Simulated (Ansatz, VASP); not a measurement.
Be in VASP and in Ansatz

```xyz
2
Lattice="2.2420 0.0000 0.0000 -1.1210 1.9416 0.0000 0.0000 0.0000 3.6909" Properties=species:S:1:pos:R:3 pbc="T T T"
Be    0.0000    1.2944    0.9227
Be    1.1210    0.6472    2.7682
```

Change from the starting cell: strain -0.025 along x and y, +0.025 along z, atoms carried along.

Alike in both runs: task single point; functional PBE; k mesh 24 × 24 × 14; occupations gaussian, width 0.15 eV; no spin polarisation.

```csv
,VASP,Ansatz
version,VASP 6.6.1,Ansatz 0.2.0
potentials or method,"VASP PAW PBE potentials, release 64 (Be)","scalar-relativistic, plane waves, PAW"
plane-wave cutoff (eV),520,420
valence electrons in the cell,4,4
```

```csv
,VASP,Ansatz,Ansatz less VASP
gap on the k mesh at the Fermi level (eV),none,none,-
pressure (GPa),-2.0,-2.1,-0.14
largest component of the traceless stress (GPa),10.30,10.30,+0.006
```

A gap of «none» marks a metal or a gap that the smearing closes. The functional is the same, so the differences come from potentials, cutoffs and numerics.
